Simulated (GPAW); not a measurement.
Here is a GPAW 26.7.0 calculation.

File run.py:

```python
from ase.dft.bandgap import bandgap
from ase.io import read, write
from ase.units import GPa
from gpaw import GPAW, PW, setup_paths

setup_paths.insert(0, '.')

atoms = read('Pt.xyz')

calc = GPAW(mode=PW(600),
            xc='PBEsol',
            kpts={'size': (12, 12, 12), 'gamma': True},
            occupations={'name': 'fermi-dirac', 'width': 0.05},
            setups={'Pt': ':d,3.0'},
            nbands=17,
            convergence={'density': 1e-05, 'energy': 1e-05},
            maxiter=150,
            txt='gpaw.txt')
atoms.calc = calc
energy = atoms.get_potential_energy()
forces = atoms.get_forces()
stress = atoms.get_stress()
calc.write('gs.gpw')
write('result.traj', atoms)
print(f'Energy: {energy:.6f} eV')
print('Forces (eV/A):')
print(forces.round(4))
print('Stress (GPa):', (stress / GPa).round(3))
print('Fermi level:', round(calc.get_fermi_level(), 4), 'eV')
print(f'Gap: {bandgap(calc)[0]:.4f} eV, direct: {bandgap(calc, direct=True)[0]:.4f} eV')
```

The input Pt.xyz:

```xyz
1
Lattice="0.0000000000 1.9609000000 1.9609000000 1.9609000000 0.0000000000 1.9609000000 1.9609000000 1.9609000000 0.0000000000" Properties=species:S:1:pos:R:3 pbc="T T T"
Pt     0.0000000000      0.0000000000      0.0000000000
```

Potentials or basis: PAW data sets generated in the run's folder for this functional, pw.

Command:

```console
$ gpaw-setup -f PBEsol Pt
$ OMP_NUM_THREADS=1 python run.py
```

Question: Estimate the band gap on the k mesh.

Answer: None (metal or under the smearing width).

Question: What does it give for the pressure?

Answer: -6.3 GPa.

Caveat: U without spin polarisation on a metal has little footing; the U is typed as a test and isn't derived for this compound. The run has no spin-orbit coupling, so splittings on Pt are missing.
